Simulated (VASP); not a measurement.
# HfS2 (P-3m1) in VASP: a series of runs

The runs below take HfS2 through relaxation of cell and atoms, with PBE+D3(BJ).

All numbers are computed with VASP 6.6.1; they aren't measurements. Logs are shortened: lines on timing, memory, paths and dates and some standing lists are left out, and cuts for length are marked.

### 1 The crystal as given

The structure is trigonal, space group P-3m1 (No. 164). Conventional cell: a = 3.640 Å, b = 3.640 Å, c = 6.056 Å, α = 90.00°, β = 90.00°, γ = 120.00°. Around Hf (site symmetry -3m) lie 6 S at 2.54 Å. Around S (site symmetry 3m) lie 3 Hf at 2.54 Å.

The cell is a database's computed one.

### 2 Relaxation of cell and atoms, PBE+D3(BJ)

Input file INCAR:

```
SYSTEM = HfS2
  PREC = Accurate
  ENCUT = 600
  EDIFF = 1E-6
  ISMEAR = 0
  SIGMA = 0.03
  LREAL = .FALSE.
  LASPH = .TRUE.
  NELM = 80
  ALGO = Normal
  ISIF = 3
  LWAVE = .FALSE.
  LCHARG = .FALSE.
  GGA = PE
  IVDW = 12
  IBRION = 2
  NSW = 90
  EDIFFG = -0.01
```

Input file KPOINTS:

```
Automatic mesh
0
G
  9 9 5
  0 0 0
```

Input file POSCAR:

```
HfS2
1.0
    3.6396641800      0.0000000000      0.0000000000
   -1.8198320900      3.1520416411      0.0000000000
    0.0000000000      0.0000000000      6.0555624700
Hf S
1 2
Direct
    0.0000000000      0.0000000000      0.0000000000
    0.6666666700      0.3333333300      0.7639520500
    0.3333333300      0.6666666700      0.2360479500
```

Potentials or basis: VASP PAW PBE potentials, release 64 (Hf_pv, S).

Run with:

```bash
> cat potpaw_PBE.64/Hf_pv/POTCAR potpaw_PBE.64/S/POTCAR > POTCAR
> mpirun -np 1 vasp_std > vasp.out
```

OUTCAR:

```text
SYSTEM = HfS2
   PREC = Accurate
   ENCUT = 600
   EDIFF = 1E-6
   ISMEAR = 0
   LREAL = .FALSE.
   LASPH = .TRUE.
   NELM = 80
   ISIF = 3
   GGA = PE
   IVDW = 12
   IBRION = 2
   NSW = 90
   EDIFFG = -0.01
 IVDW          = 12

 ion  position               nearest neighbor table
   1  0.000  0.000  0.000-   2 2.54   3 2.54   3 2.54   2 2.54   2 2.54   3 2.54
   2  0.667  0.333  0.764-   1 2.54   1 2.54   1 2.54
   3  0.333  0.667  0.236-   1 2.54   1 2.54   1 2.54

  LATTYP: Found a hexagonal cell.
 ALAT       =     3.6396641800
 C/A-ratio  =     1.6637695596

  Lattice vectors:

 A1 = (   3.6396641800,   0.0000000000,   0.0000000000)
 A2 = (  -1.8198320900,   3.1520416411,   0.0000000000)
 A3 = (   0.0000000000,   0.0000000000,   6.0555624700)

Analysis of symmetry for initial positions (statically):
=====================================================================
 Subroutine PRICEL returns:
 Original cell was already a primitive cell.

 Routine SETGRP: Setting up the symmetry group for a
 hexagonal supercell.

 Subroutine GETGRP returns: Found 12 space group operations
 (whereof 12 operations were pure point group operations)
 out of a pool of 24 trial point group operations.

The static configuration has the point symmetry D_3d.

Analysis of symmetry for dynamics (positions and initial velocities):
=====================================================================
 Subroutine PRICEL returns:
 Original cell was already a primitive cell.

 Routine SETGRP: Setting up the symmetry group for a
 hexagonal supercell.

 Subroutine GETGRP returns: Found 12 space group operations
 (whereof 12 operations were pure point group operations)
 out of a pool of 24 trial point group operations.

The dynamic configuration has the point symmetry D_3d.

 Subroutine INISYM returns: Found 12 space group operations
 (whereof 12 operations are pure point group operations),
 and found     1 'primitive' translations

----------------------------------------------------------------------------------------

                                     Primitive cell

  volume of cell :      69.4717

  direct lattice vectors                    reciprocal lattice vectors
     3.639664180  0.000000000  0.000000000     0.274750623  0.158627346  0.000000000
    -1.819832090  3.152041641  0.000000000     0.000000000  0.317254692  0.000000000
     0.000000000  0.000000000  6.055562470     0.000000000  0.000000000  0.165137426

  length of vectors
     3.639664180  3.639664180  6.055562470     0.317254692  0.317254692  0.165137426

  position of ions in fractional coordinates (direct lattice)
     0.000000000  0.000000000  0.000000000
     0.666666670  0.333333330  0.763952050
     0.333333330  0.666666670  0.236047950

  ion indices of the primitive-cell ions
   primitive index   ion index
                 1           1
                 2           2
                 3           3

[... 99 lines left out ...]
   IVDW    =    12    specifies the selected vdW correction
   LEPSILON=     F    determine dielectric tensor
   LRPA    =     F    only Hartree local field effects (RPA)
 conjugate gradient relaxation of ions
 non-spin polarized calculation
 Gauss-broadening in eV      SIGMA  =   0.03
  energy-cutoff  :      600.00
  volume of cell :       69.47
 maximum number of plane-waves:      2346
 NGX is ok and might be reduce to    30
   NGX = 15   NGY = 15   NGZ = 25

--------------------------------------- Ionic step        1  -------------------------------------------

 number of electron      22.0000001 magnetization

 Free energy of the ion-electron system (eV)
  ---------------------------------------------------
  ext. energy  EPLUGINS =         0.00000000
  ---------------------------------------------------
  free energy    TOTEN  =       -22.91120183 eV

  energy without entropy =      -22.91120183  energy(sigma->0) =      -22.91120183

------------------------ aborting loop because EDIFF is reached ----------------------------------------

 Edisp (eV)   -0.94690

 E8    (eV) :    -0.4072
[... 108 lines left out ...]
  FREE ENERGIE OF THE ION-ELECTRON SYSTEM (eV)
  ---------------------------------------------------
  free  energy   TOTEN  =       -23.8645111382 eV

  energy  without entropy=      -23.8645111382  energy(sigma->0) =      -23.86451114

 E-fermi :   3.2462     XC(G=0):  -9.5448

 val. band max:        3.0935860943   @ k =   0.0000   0.0000   0.0000
 cond. band min:       4.1988892479   @ k =   0.0000   0.4444   0.4000
 fundamental gap:      1.1053031536
 Fermi energy:         3.2462248112

 k-point     1 :       0.0000    0.0000    0.0000
  band No.  band energies     occupation
      1     -27.5434      2.00000
      2     -27.4248      2.00000
      3     -27.4248      2.00000
      4      -9.9800      2.00000
      5      -8.3115      2.00000
      6      -1.6062      2.00000
      7       0.3973      2.00000
      8       0.3973      2.00000
      9       2.9861      2.00000
     10       3.0936      2.00000
     11       3.0936      2.00000
     12       5.1502      0.00000
     13       5.1502      0.00000
     14       5.7138      0.00000
[... 403 lines left out ...]
      4      -9.0853      2.00000
      5      -8.4349      2.00000
      6      -0.8200      2.00000
      7      -0.2053      2.00000
      8       0.2721      2.00000
      9       0.7231      2.00000
     10       1.6793      2.00000
     11       2.5644      2.00000
     12       5.0020      0.00000
     13       6.2342      0.00000
     14       7.2550      0.00000
     15       8.1744      0.00000

 [... further k-points ...]

[... ionic steps 4 to 10 ...]

--------------------------------------- Ionic step       11  -------------------------------------------

 number of electron      22.0000000 magnetization

------------------------ aborting loop because EDIFF is reached ----------------------------------------
[... 77 lines left out ...]
--------------------------------------- Ionic step       13  -------------------------------------------

 number of electron      22.0000001 magnetization

 Free energy of the ion-electron system (eV)
  ---------------------------------------------------
  ext. energy  EPLUGINS =         0.00000000
  ---------------------------------------------------
  free energy    TOTEN  =       -22.86051151 eV

  energy without entropy =      -22.86051151  energy(sigma->0) =      -22.86051151

 E-fermi :   3.9499     XC(G=0):  -9.8520

 val. band max:        3.7409451506   @ k =   0.0000   0.0000   0.0000
 cond. band min:       4.6481591861   @ k =   0.0000   0.4444   0.4000
 fundamental gap:      0.9072140355
 Fermi energy:         3.9499243624

 k-point     1 :       0.0000    0.0000    0.0000
  band No.  band energies     occupation
      1     -27.0702      2.00000
      2     -26.9523      2.00000
      3     -26.9523      2.00000
      4      -9.5873      2.00000
      5      -7.7684      2.00000
      6      -1.3312      2.00000
      7       0.8723      2.00000
      8       0.8723      2.00000
      9       3.5884      2.00000
     10       3.5884      2.00000
     11       3.7409      2.00000
     12       5.6357      0.00000
     13       5.6357      0.00000
     14       6.1761      0.00000
[... 449 lines left out ...]
  FREE ENERGIE OF THE ION-ELECTRON SYSTEM (eV)
  ---------------------------------------------------
  free  energy   TOTEN  =       -23.8878659491 eV

  energy  without entropy=      -23.8878659491  energy(sigma->0) =      -23.88786595

 reached required accuracy - stopping structural energy minimisation
```

OSZICAR:

```text
N       E                     dE             d eps       ncg     rms          rms(c)
DAV:   1     0.102955453138E+03    0.10296E+03   -0.11959E+04  1508   0.145E+03
DAV:   2    -0.184364283389E+02   -0.12139E+03   -0.11893E+03  1941   0.275E+02
DAV:   3    -0.246628873796E+02   -0.62265E+01   -0.62137E+01  2046   0.552E+01
[... 113 lines left out ...]
DAV:   1    -0.228610065733E+02    0.28495E-02   -0.77873E-02  1500   0.176E+00    0.282E-01
DAV:   2    -0.228607240850E+02    0.28249E-03   -0.42462E-03  1920   0.436E-01    0.185E-01
DAV:   3    -0.228605961521E+02    0.12793E-03   -0.12629E-04  1934   0.882E-02    0.105E-01
DAV:   4    -0.228605115531E+02    0.84599E-04   -0.20689E-04  1920   0.102E-01    0.347E-02
DAV:   5    -0.228605115129E+02    0.40269E-07   -0.89688E-06  2032   0.236E-02
  13 F= -.23887866E+02 E0= -.23887866E+02  d E =-.553751E-03
```

It took 3.1 min on 1 thread of Intel Xeon 6975P-C (Granite Rapids), shared host; peak memory 0.25 GiB.

What came out:

```yaml
Free_energy: -23.8879 eV
Relaxed_volume: 21.55 Å³/atom
Relaxed_cell: a = 3.597 Å, b = 3.597 Å, c = 5.770 Å, α = 90.00°, β = 90.00°, γ = 120.00°
Space_group_after_relaxing_to_0.05_Å: P-3m1 (No. 164)
Energy_gained_by_relaxing: 9.9 meV/atom
Ionic_steps: 13
Pressure_after_relaxing: 0.0 GPa
Band_gap_on_the_k_mesh: 0.91 eV, indirect (least direct gap 1.85 eV)
Dispersion_energy_per_atom: -0.342 eV
```

Step by step:
```
step  energy change (eV)  largest force (eV/Å)  pressure (GPa)  volume (Å³)
   1              0.0000                0.1620           -1.05        69.47
   2             -0.0063                0.3158            0.69        67.96
   3             -0.0064                0.2992            0.54        68.12
   4             -0.0120                0.1578            0.15        67.80
   5             -0.0134                0.0495           -0.13        67.56
   6             -0.0167                0.0398           -0.23        67.30
   7             -0.0244                0.0082           -0.52        66.52
   8             -0.0259                0.0638           -0.91        64.92
   9             -0.0279                0.0192           -0.73        65.70
  10             -0.0287                0.1172            0.54        64.57
  11             -0.0292                0.0652            0.06        64.99
  12             -0.0296                0.0379            0.03        64.84
  13             -0.0298                0.0014            0.02        64.65
```

Final structure:
```yaml
crystal:
  lattice:
    - [3.59684, 0.00000, 0.00000]
    - [-1.79842, 3.11495, 0.00000]
    - [0.00000, 0.00000, 5.77000]
  atoms:
    - { symbol: Hf, position: [0.00000, 0.00000, 0.00000] }
    - { symbol: S, position: [0.66667, 0.33333, 0.74784] }
    - { symbol: S, position: [0.33333, 0.66667, 0.25216] }
```

Caveat: spin-orbit coupling is left out, which moves the levels of the heavy elements; an odd mesh through Γ misses points on the zone boundary, where band edges often lie. PBE gaps usually lie below the measured ones, often by a third to a half.

### 3 Relaxation of cell and atoms, PBE+D3(BJ)

This run uses another cell than the first one, of 21.55 Å³/atom, 0.931 times its volume.

Changes to INCAR since step 2:

```diff
@@ -3,3 +3,3 @@
   ENCUT = 600
-  EDIFF = 1E-6
+  EDIFF = 1E-7
   ISMEAR = 0
@@ -17,2 +17,2 @@
   NSW = 90
-  EDIFFG = -0.01
+  EDIFFG = -0.005
```

KPOINTS is that of step 2.

Input file POSCAR:

```
HfS2                                    
1.0
    3.5968391997     -0.0000000000      0.0000000000
   -1.7984195998      3.1149541202      0.0000000000
   -0.0000000000     -0.0000000000      5.7700006272
  Hf              S             
     1     2
Direct
     0.0000000000000000    0.0000000000000000    0.0000000000000000
     0.6666666699999979    0.3333333300000021    0.7478435765269257
     0.3333333300000021    0.6666666699999979    0.2521564234730744
```

Potentials or basis: VASP PAW PBE potentials, release 64 (Hf_pv, S).

Run with:

```bash
> cat potpaw_PBE.64/Hf_pv/POTCAR potpaw_PBE.64/S/POTCAR > POTCAR
> mpirun -np 1 vasp_std > vasp.out
```

It took 59 s on 1 thread of Intel Xeon 6975P-C (Granite Rapids), shared host; peak memory 0.25 GiB.

The run converged. Its results:

| Quantity | Value |
| --- | --- |
| Free energy | -23.8876 eV |
| Relaxed volume | 21.56 Å³/atom |
| Relaxed cell | a = 3.599 Å, b = 3.599 Å, c = 5.765 Å, α = 90.00°, β = 90.00°, γ = 120.00° |
| Space group after relaxing (to 0.05 Å) | P-3m1 (No. 164) |
| Energy gained by relaxing | 0.0 meV/atom |
| Ionic steps | 4 |
| Pressure after relaxing | 0.0 GPa |
| Largest force after relaxing | 0.003 eV/Å |
| Band gap on the k mesh | 0.91 eV, indirect (least direct gap 1.86 eV) |
| Dispersion energy per atom | -0.342 eV |

Forces in eV/Å, atoms in the order of the input:
```
Hf   0.000  0.000  0.000
S    0.000  0.000 -0.003
S    0.000  0.000  0.003
```

Final structure:
```xyz
3
Lattice="3.5994 0.0000 0.0000 -1.7997 3.1171 0.0000 0.0000 0.0000 5.7653" Properties=species:S:1:pos:R:3 pbc="T T T"
Hf    3.5994    0.0000    0.0000
S     1.7997    1.0390    4.3118
S     0.0000    2.0781    1.4535
```

Levels at points of the mesh, in eV from the valence-band top:
```csv
k point,band 9,band 10,band 11,band 12,band 13,band 14
"(0.00, 0.00, 0.00)",-0.16,-0.16,0.00,1.89,1.89,2.44
```

Caveat: spin-orbit coupling is left out, which moves the levels of the heavy elements; an odd mesh through Γ misses points on the zone boundary, where band edges often lie. A hybrid or GW would open this gap; PBE tends to underestimate it.
